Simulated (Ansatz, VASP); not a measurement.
# Two plane-wave programs on HfO2

INCAR

```
SYSTEM = HfO2
ALGO = Normal
EDIFF = 1E-6
EDIFFG = -0.01
ENCUT = 600
GGA = PS
IBRION = 2
ISIF = 3
ISMEAR = -1
LASPH = .TRUE.
LCHARG = .FALSE.
LREAL = .FALSE.
LWAVE = .FALSE.
NELM = 100
NSW = 60
PREC = Accurate
SIGMA = 0.05
```

Contents of KPOINTS:

```
k-points
0
G
  9 9 9
  0 0 0
```

File POSCAR:

```
HfO2
1.0
    0.0000000000      2.5575000000      2.5575000000
    2.5575000000      0.0000000000      2.5575000000
    2.5575000000      2.5575000000      0.0000000000
Hf O
1 2
Direct
    0.0000000000      0.0000000000      0.0000000000
    0.7500000000      0.7500000000      0.7500000000
    0.2500000000      0.2500000000      0.2500000000
```

File input.yaml:

```yaml
crystal:
  lattice:
    - [0.0, 2.5575, 2.5575]
    - [2.5575, 0.0, 2.5575]
    - [2.5575, 2.5575, 0.0]
  atoms:
    - { symbol: Hf, position: [0.0, 0.0, 0.0] }
    - { symbol: O, position: [0.75, 0.75, 0.75] }
    - { symbol: O, position: [0.25, 0.25, 0.25] }
hamiltonian:
  xc: pbesol
  pseudopotentials: { kind: paw }
kpoints:
  mp_grid: { grid: [9, 9, 9] }
scf:
  occupations: { method: fermi_dirac, width: 0.05 }
output:
  forces: true
  stress: true
  eigenvalues: true
  write_density: true
  write_potential: true
  elf: true
  volumetric_format: npy
relax:
  f_tol: 0.01
  max_steps: 40
  cell: { stress_tol: 0.05 }
```

Measurements of this composition are mostly on another form, of space group No. 14.

Alike in both runs: task relaxation of cell and atoms; functional PBEsol; k mesh 9 × 9 × 9; occupations fermi-dirac, width 0.05 eV; no spin polarisation.

|  | VASP | Ansatz |
| --- | --- | --- |
| version | VASP 6.6.1 | Ansatz 0.2.0 |
| potentials or method | VASP PAW PBE potentials, release 64 (Hf_pv, O) | Ansatz PAW |
| plane-wave cutoff (eV) | 600 | 420 |
| valence electrons in the cell | 22 | 38 |

|  | VASP | Ansatz | Ansatz less VASP |
| --- | --- | --- | --- |
| gap on the k mesh at the Fermi level, each at its own relaxed structure (eV) | 3.87 | 3.81 | -0.066 |
| relaxed volume (Å³/atom) | 10.53 | 10.69 | +0.159 |
| relaxed cell length with the largest relative difference (Å) | 3.549 | 3.567 | +0.0178 |
| energy change over the relaxation (meV/atom) | -28 | -15 | +12.9 |

One of these differences is far larger than is usual between the two programs; its cause wasn't traced. The two sets of potentials don't hold the same shells in valence.

Caveats: spin-orbit coupling is left out, which moves the levels of the heavy elements; the PAW data sets were made with another functional, which shifts forces and pressure a little (VASP); an odd mesh through Γ misses points on the zone boundary, where band edges often lie (VASP); odd divisions of the mesh miss points on the zone boundary, where band edges often lie, so the gap on the mesh can be too wide (Ansatz); the plane-wave basis is chosen anew once the cell has moved, so the energies of steps on either side of that aren't comparable (Ansatz); the pressure holds a Pulay correction of +1.0 GPa for the finite cutoff (Ansatz); the PAW data sets come from PBE, with cores solved anew for the run's functional, which leaves a small shift of forces and pressure (Ansatz). PBEsol gaps usually lie below the measured ones, often by a third to a half.
